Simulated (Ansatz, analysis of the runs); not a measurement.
# Conductance against twist: 4,4'-biphenylene with amine ends, rings twisted by 0 degrees, between Au (111) faces with adatoms, and onwards, part 4 of 4

Aim: how does the conductance follow the angle between the two rings?

Ansatz 0.2.0; DFT PBE, plane waves, PAW; transmission of a junction between electrodes.

So far, conductance of the junction (G₀): step 2 (transmission, twist 0 degree) 0.0129; step 4 (twist 20 degree) 0.0118; step 6 (another cell, twist 40 degree) 0.00851; step 8 (another cell, twist 60 degree) 0.00423; step 10 (another cell, twist 75 degree) 0.00137.

## 12. Transmission between the leads, twist 90 degree

This step: DFT PBE, plane waves, PAW; transmission of a junction between electrodes (Ansatz 0.2.0).

One ring is turned to 90°, with its anchor, and the junction is built anew at the same bond lengths.

The cell differs from the one that the last finished run ended in (c 32.520 → 32.401 Å).

Contents of input.yaml:

```yaml
crystal:
  lattice:
    - [8.8246926292, 0.0, 0.0]
    - [4.4123463146, 7.6424079975, 0.0]
    - [0.0, 0.0, 32.4009980003]
  atoms:
    - { symbol: Au, position: [0.722222222, 0.722222222, 0.0] }
    - { symbol: Au, position: [0.722222222, 0.055555556, 0.0] }
    - { symbol: Au, position: [0.722222222, 0.388888889, 0.0] }
    - { symbol: Au, position: [0.055555556, 0.722222222, 0.0] }
    - { symbol: Au, position: [0.055555556, 0.055555556, 0.0] }
    - { symbol: Au, position: [0.055555556, 0.388888889, 0.0] }
    - { symbol: Au, position: [0.388888889, 0.722222222, 0.0] }
    - { symbol: Au, position: [0.388888889, 0.055555556, 0.0] }
    - { symbol: Au, position: [0.388888889, 0.388888889, 0.0] }
    - { symbol: Au, position: [0.833333333, 0.833333333, 0.07412664] }
    - { symbol: Au, position: [0.833333333, 0.166666667, 0.07412664] }
    - { symbol: Au, position: [0.833333333, 0.5, 0.07412664] }
    - { symbol: Au, position: [0.166666667, 0.833333333, 0.07412664] }
    - { symbol: Au, position: [0.166666667, 0.166666667, 0.07412664] }
    - { symbol: Au, position: [0.166666667, 0.5, 0.07412664] }
    - { symbol: Au, position: [0.5, 0.833333333, 0.07412664] }
    - { symbol: Au, position: [0.5, 0.166666667, 0.07412664] }
    - { symbol: Au, position: [0.5, 0.5, 0.07412664] }
    - { symbol: Au, position: [0.944444444, 0.944444444, 0.14825328] }
    - { symbol: Au, position: [0.944444444, 0.277777778, 0.14825328] }
    - { symbol: Au, position: [0.944444444, 0.611111111, 0.14825328] }
    - { symbol: Au, position: [0.277777778, 0.944444444, 0.14825328] }
    - { symbol: Au, position: [0.277777778, 0.277777778, 0.14825328] }
    - { symbol: Au, position: [0.277777778, 0.611111111, 0.14825328] }
    - { symbol: Au, position: [0.611111111, 0.944444444, 0.14825328] }
    - { symbol: Au, position: [0.611111111, 0.277777778, 0.14825328] }
    - { symbol: Au, position: [0.611111111, 0.611111111, 0.14825328] }
    - { symbol: Au, position: [0.055555556, 0.055555556, 0.222379921] }
    - { symbol: Au, position: [0.055555556, 0.388888889, 0.222379921] }
    - { symbol: Au, position: [0.055555556, 0.722222222, 0.222379921] }
[... 7 lines left out ...]
    - { symbol: "N", position: [0.229142201, 0.63855891, 0.315621303] }
    - { symbol: C, position: [0.249331464, 0.66161667, 0.357582255] }
    - { symbol: C, position: [0.264078413, 0.804135547, 0.370793012] }
    - { symbol: C, position: [0.299562746, 0.820191205, 0.412176097] }
    - { symbol: C, position: [0.327037792, 0.690901457, 0.441194262] }
    - { symbol: C, position: [0.319853506, 0.544196072, 0.427202879] }
    - { symbol: C, position: [0.284153231, 0.528708038, 0.385802124] }
    - { symbol: C, position: [0.364594074, 0.707665474, 0.484679018] }
    - { symbol: C, position: [0.536826204, 0.641046012, 0.498670414] }
    - { symbol: C, position: [0.572011788, 0.6571991, 0.540071175] }
    - { symbol: C, position: [0.436088286, 0.744978963, 0.568291044] }
    - { symbol: C, position: [0.26499135, 0.804542782, 0.555080288] }
    - { symbol: C, position: [0.229258078, 0.788809035, 0.513697187] }
    - { symbol: "N", position: [0.472432689, 0.747156231, 0.61025201] }
    - { symbol: H, position: [0.179638308, 0.55851223, 0.310105737] }
    - { symbol: H, position: [0.165518049, 0.752253358, 0.299534259] }
    - { symbol: H, position: [0.248265082, 0.904570049, 0.348985109] }
    - { symbol: H, position: [0.308924336, 0.933725566, 0.421454971] }
    - { symbol: H, position: [0.342170985, 0.439880303, 0.448560752] }
    - { symbol: H, position: [0.283391457, 0.411424843, 0.375923964] }
    - { symbol: H, position: [0.645947512, 0.5754769, 0.477312541] }
    - { symbol: H, position: [0.70727822, 0.600634265, 0.549949374] }
    - { symbol: H, position: [0.157169206, 0.863907443, 0.576888181] }
    - { symbol: H, position: [0.094118791, 0.837842581, 0.504418305] }
    - { symbol: H, position: [0.588588613, 0.741055089, 0.615767542] }
    - { symbol: H, position: [0.372624067, 0.84469892, 0.626339079] }
[... 29 lines left out ...]
    - { symbol: Au, position: [0.611111111, 0.944444444, 0.92587336] }
    - { symbol: Au, position: [0.611111111, 0.277777778, 0.92587336] }
    - { symbol: Au, position: [0.944444444, 0.611111111, 0.92587336] }
    - { symbol: Au, position: [0.944444444, 0.944444444, 0.92587336] }
    - { symbol: Au, position: [0.944444444, 0.277777778, 0.92587336] }
    - { symbol: Au, position: [0.277777778, 0.611111111, 0.92587336] }
    - { symbol: Au, position: [0.277777778, 0.944444444, 0.92587336] }
    - { symbol: Au, position: [0.277777778, 0.277777778, 0.92587336] }
kpoints:
  mp_grid: { grid: [4, 4, 1] }
scf:
  occupations: { method: fermi_dirac, width: 0.1 }
hamiltonian:
  xc: pbe
output:
  transmission: { leads: [[91, 0]], e_range: [-0.7, 0.7], de: 0.035, kmesh: [4, 4] }
  dos: { projected: true, e_range: [-5, 4] }
  write_potential: true
  write_density: true
  volumetric_format: npy
```

Run with:

```sh
ansatz run input.yaml --threads 16 --pin off --max-ram 61440MiB --backend cuda --events-out ev --progress --plain --runs-dir out --max-vram 78GiB
```

Numbers of over 12 decimals in the logs are rounded to 6 here.

Output:

```text
[...]
Crystal: 100 atoms, lattice volume = 2185.185 Å³
Basis set: ecut = 420 eV, 42655 PW (Γ)
Bands: 886, of which v1, the nominal top of the filled ones, is band 738 counted from 1 (737 counted from 0)
Symmetry: 1 space group operations
[...]
k-points: 10 of 16 (time reversal used)
[...]
transmission: 441 of 490 steps passed
[...]
SCF converged after 10 iterations
[...]
--- Transmission ---
  basis      : 595 plane waves across, 49 finite elements along
  points     : 10, standing for a mesh of 4 x 4
[...]
filled         : 0.6 meV over the level at which it is neutral
    channels       : 7.687500e0 a spin
[...]
junction   : crystal 0 to crystal 0, -0.50 to 29.50 Å
    transmission   : 4.847823e-5 a spin
[...]
resistance     : 1.7873e2 Ω µm² beyond half of each lead's own
```

It took 8.9 min on 1 × NVIDIA GB200 with 16 threads of Arm Neoverse V2, shared host; peak memory 19 GiB.

The transmission, one spin by energy, zero at the Fermi level:

energy (eV), transmission, one spin and a bar from the least value:
```
   -0.700    0.00011 #######################
   -0.665    0.00010 ######################
   -0.595    0.00011 #########################
   -0.560    0.00013 ##############################
   -0.490    0.00010 #####################
   -0.455    0.00008 ###############
   -0.420    0.00007 ############
   -0.350    0.00006 #########
   -0.315    0.00006 ########
   -0.280    0.00005 #######
   -0.210    0.00005 #######
   -0.175    0.00005 ######
   -0.105    0.00005 ######
   -0.070    0.00005 ######
   -0.035    0.00005 ######
    0.000    0.00005 ######
    0.035    0.00005 ######
    0.070    0.00005 ######
    0.105    0.00005 ######
    0.175    0.00005 #######
    0.210    0.00007 ############
    0.280    0.00004 ##
    0.315    0.00003 #
    0.350    0.00003 
    0.420    0.00003 
    0.455    0.00003 
    0.490    0.00003 
    0.560    0.00003 
    0.595    0.00003 
    0.665    0.00003 #
    0.700    0.00003 #
```

The conductance is 4.9e-5 G₀. The conductance is 0.036 times that of the last run that gave one. The lead's Hamiltonian steps by 24.7 meV, which the program lets pass, though it counts in the error estimate. The largest term of the program's error estimate is over 1000 %, from band edges of the leads and from resonances.

## 13. Comparing the runs

Times are for 1 × NVIDIA GB200 with 16 threads of Arm Neoverse V2, shared host. The series side by side:

```csv
no.,twist (degree),"transmission at the energy nearest the Fermi level, one spin",step of the lead's Hamiltonian (meV),conductance of the junction (S/m²),conductance of the junction (G₀),added resistance times area (Ω um²),time,memory (GiB)
1,0,0.01282,30.9,1.48e12,0.01290,0.6735,3.4 min,18
2,20,0.01171,29.4,1.35e12,0.01179,0.7374,8 min,19
3,40,0.008448,26.9,9.77e11,0.008506,1.022,3.6 min,18
4,60,0.004192,24.1,4.86e11,0.004227,2.058,4 min,18
5,75,0.001356,22.7,1.57e11,0.001367,6.367,8.9 min,18
6,90,4.85e-5,24.7,5.60e9,4.87e-5,178.7,8.9 min,19
```

The runs together. Transmission against energy, zero at the Fermi level:

```csv
energy (eV),0,20,40,60,75,90
-0.700,0.0987,0.0933,0.0725,0.0401,0.0140,1.1e-4
-0.630,0.0766,0.0725,0.0567,0.0312,0.0109,1.0e-4
-0.560,0.0637,0.0611,0.0490,0.0276,0.00964,1.3e-4
-0.490,0.0454,0.0429,0.0331,0.0177,0.00607,9.7e-5
-0.420,0.0321,0.0298,0.0222,0.0117,0.00397,6.8e-5
-0.350,0.0253,0.0234,0.0174,0.00906,0.00305,5.8e-5
-0.280,0.0215,0.0198,0.0146,0.00757,0.00252,5.4e-5
-0.210,0.0186,0.0171,0.0126,0.00646,0.00214,5.2e-5
-0.140,0.0163,0.0150,0.0110,0.00557,0.00183,5.0e-5
-0.070,0.0144,0.0132,0.00960,0.00482,0.00157,4.9e-5
0.000,0.0128,0.0117,0.00845,0.00419,0.00136,4.8e-5
0.070,0.0116,0.0106,0.00756,0.00370,0.00119,4.9e-5
0.140,0.0107,0.00972,0.00688,0.00333,0.00106,5.1e-5
0.210,0.0116,0.0105,0.00733,0.00347,0.00112,6.9e-5
0.280,0.00615,0.00545,0.00370,0.00173,5.4e-4,3.6e-5
0.350,0.00528,0.00469,0.00318,0.00148,4.6e-4,3.1e-5
0.420,0.00484,0.00427,0.00288,0.00132,4.0e-4,3.0e-5
0.490,0.00455,0.00400,0.00266,0.00120,3.6e-4,3.1e-5
0.560,0.00436,0.00381,0.00249,0.00111,3.3e-4,3.1e-5
0.630,0.00428,0.00370,0.00238,0.00104,3.1e-4,3.2e-5
0.700,0.00426,0.00365,0.00231,9.9e-4,3.0e-4,3.4e-5
```

## 14. Conductance and thermopower from T(E)

This step: Landauer integrals over the computed T(E), interpolated linearly between its energies (analysis of the runs above).

T(E) held rigid; rough near sharp steps of T(E). Table of conductance at 300 K by shift of the leads' level:

```
shift of the leads' level (eV)  conductance at 300 K (G₀)
                        -0.350                     6.0e-5
                        -0.300                     5.6e-5
                        -0.250                     5.3e-5
                        -0.200                     5.2e-5
                        -0.150                     5.1e-5
                        -0.100                     5.0e-5
                        -0.050                     4.9e-5
                         0.000                     4.9e-5
                         0.050                     4.9e-5
                         0.100                     5.0e-5
                         0.150                     5.3e-5
                         0.200                     5.4e-5
                         0.250                     4.6e-5
                         0.300                     3.6e-5
                         0.350                     3.2e-5
```

The thermopower is 0.0540 μV/K. The Lorenz ratio is 1.02, where the Wiedemann-Franz law gives 1. These values rest on a semilocal level alignment and on the mesh across the current. Moving the level by up to 0.1 eV either way gives -4.9 to 2.3 μV/K.

## 15. Fit

This step: linear fit against the squared cosine of the twist (analysis of the runs above).

A straight line in cos²θ tests the law expected of π overlap.

The conductance at 300 K, interpolated from T(E) by cos^2 of the twist angle:

| cos^2 of the twist angle | conductance at 300 K, interpolated from T(E) (G₀) |
| --- | --- |
| 0.000 | 4.9e-5 |
| 0.067 | 0.00137 |
| 0.250 | 0.00422 |
| 0.587 | 0.00851 |
| 0.883 | 0.0118 |
| 1.000 | 0.0129 |

Least-squares line through the conductance at 300 K, interpolated from T(E) (values against cos^2 of the twist angle). The fit:

| slope | intercept | r.m.s. residual | points |
| --- | --- | --- | --- |
| 0.01274 | 5.60e-4 | 3.80e-4 | 6 |

## 16. Outcome

```yaml
conductance_twist_0: 0.0129 G₀
thermopower_twist_0: 11.4 μV/K
conductance_twist_20: 0.0118 G₀ (one error term of 66 %, so a rough value at best)
thermopower_twist_20: 11.7 μV/K (rough, as the conductance is)
conductance_twist_40: 0.00851 G₀ (one error term of 188 %, so a rough value at best)
thermopower_twist_40: 12.6 μV/K (rough, as the conductance is)
conductance_twist_60: 0.00423 G₀
thermopower_twist_60: 13.9 μV/K
conductance_twist_75: 0.00137 G₀ (one error term of 83 %, so a rough value at best)
thermopower_twist_75: 14.7 μV/K (rough, as the conductance is)
conductance_twist_90: 4.9e-5 G₀ (one error term of 1951 %, so a rough value at best)
thermopower_twist_90: 0.0540 μV/K (rough, as the conductance is)
```

From the flat to the most twisted form the conductance changes by a factor of 265. Scaled from the flat form, cos²θ would give 0.0076 at 40° (computed 0.0085), 0.0032 at 60° (computed 0.0042) and 8.6e-4 at 75° (computed 0.0014). The conductance falls at every step of the twist, as where the overlap of the rings' π orbitals carries the current. The geometries were built with one ring and its anchor turned and were not relaxed; the cell's length changes from 32.85 to 32.40 Å as the molecule tilts, which mixes into the trend. Semilocal functionals put a molecule's frontier levels too near the Fermi level, so conductances off resonance usually come out too high. The mesh of 4 × 4 points across the current is coarse: where the lead's channel count steps, T(E) can show bumps that belong to the mesh. Transport is coherent and elastic here: the atoms are frozen, so scattering by vibrations plays no part. Spin-orbit coupling is left out, which matters for the bands of heavy atoms. In 3 runs the program finds the step of the lead's Hamiltonian too large, so longer leads may change the transmission. One term of the program's error estimate for a conductance, of a junction or of the perfect wire, exceeds 1000 % in this session.

[Logs are printed without paths, hosts, clocks, repeated set-up lines and the standing remarks that a program may print on its own settings, such as how far it seeks lower states.]

[Hosts, paths, dates, database ids (printed as entryN), source tags and the programs' standing remarks are cut or masked in the printed files.]
